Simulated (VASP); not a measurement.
Set up this calculation in VASP 6.6.1, as the native input.

- Task: single point
- Functional: LDA
- Potentials or basis: VASP PAW LDA potentials, release 64 (Co, O)
- Cutoff: 520 eV
- k mesh: 10 × 10 × 5
- Occupations: gaussian, width 0.05 eV
- Spin: collinear spin, ferromagnetic start
- Starting moments: [2.0, 2.0, 0.0, 0.0] μB
- Further INCAR settings: ALGO = Fast; EDIFF = 1e-07

The structure of CoO lies in POSCAR:

```
CoO
1.0
    3.1976457435      0.0000000000      0.0000000000
   -1.5988228718      2.7692424462      0.0000000000
    0.0000000000      0.0000000000      5.2287097100
Co O
2 2
Cartesian
   -0.0000000002      1.8461616309      2.6319359208
    0.0000000000      0.0000000000      0.0181652696
   -0.0000000002      1.8461616309      4.5571112285
    0.0000000000      0.0000000000      1.9430348023
```

Measurements of this composition are mostly on another form, of space group No. 225.

The input as run:

INCAR

```
ALGO = Fast
EDIFF = 1E-7
ENCUT = 520
ISIF = 2
ISMEAR = 0
ISPIN = 2
LASPH = True
LCHARG = False
LMAXMIX = 4
LORBIT = 11
LREAL = False
LWAVE = False
MAGMOM = 2 2 0 0
NELM = 100
PREC = Accurate
SIGMA = 0.05
```

KPOINTS

```
k-points
0
Gamma
  10 10 5
```

Potentials or basis: VASP PAW LDA potentials, release 64 (Co, O).

Launch:

```sh
$ cat potpaw_LDA.64/Co/POTCAR potpaw_LDA.64/O/POTCAR > POTCAR
$ mpirun -np 1 vasp_std > vasp.out
```

It gave:

The pressure is -16.4 GPa and the largest force is 0.273 eV/Å. The band gap on the k mesh is none (metal or under the smearing width), the net moment is 5.29 μB per cell and the site moments are Co +2.27; O +0.29 μB. The valence electrons inside the program's atomic spheres are Co 8.00; O 4.94.

Caveat: so large a pressure means that the cell lies far from this level's equilibrium, or that cutoff or potentials fall short; semilocal functionals often make such compounds metallic where correlation or magnetic order opens a gap, which also shifts bond lengths.

Run time: 2.7 min on 1 thread of Intel(R) Xeon(R) Platinum 8375C CPU @ 2.90GHz (Ice Lake), on a shared host, peak memory 0.2 GiB.
